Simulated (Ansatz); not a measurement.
PbS: equation of state with PBE

Crystal: PbS.

```
CELL_PARAMETERS angstrom
2.07995 -5.99130 0.00000
2.07995 5.99130 0.00000
0.00000 0.00000 4.27932
ATOMIC_POSITIONS crystal
Pb 0.13056 0.86944 0.25000
Pb 0.86944 0.13056 0.75000
S 0.35480 0.64520 0.25000
S 0.64520 0.35480 0.75000
```

Measurements of this composition are mostly on another form, of space group No. 225.

| Quantity | Value |
| --- | --- |
| Program | Ansatz 0.2.0 |
| Task | equation of state |
| Functional | PBE |
| Potentials or basis | SPMS NC |
| Cutoff | 544 eV |
| Density cutoff | 2177 eV |
| k mesh | 7 × 7 × 6 |
| Occupations | fermi-dirac, width 0.05 eV |
| Spin | no spin polarisation |

The equilibrium volume is 27.19 Å³/atom. The bulk modulus at fixed shape and positions is 51 GPa and the pressure derivative of the bulk modulus is 4.4.

Energy against volume, from the lowest point:
```tsv
volume (Å³/atom)	energy (meV/atom)
25.064	30.54
25.597	16.53
26.130	7.07
26.664	1.70
27.197	0.00
27.730	1.61
28.263	6.20
```

All runs of the series together: 40 s on 2 threads of Arm Neoverse V2, on a shared host.

Caveat: the cell was scaled at fixed shape and fractional positions, which overstates the stiffness of a crystal with free parameters, most of all of layers and chains. The run has no spin-orbit coupling, so splittings on Pb are missing.
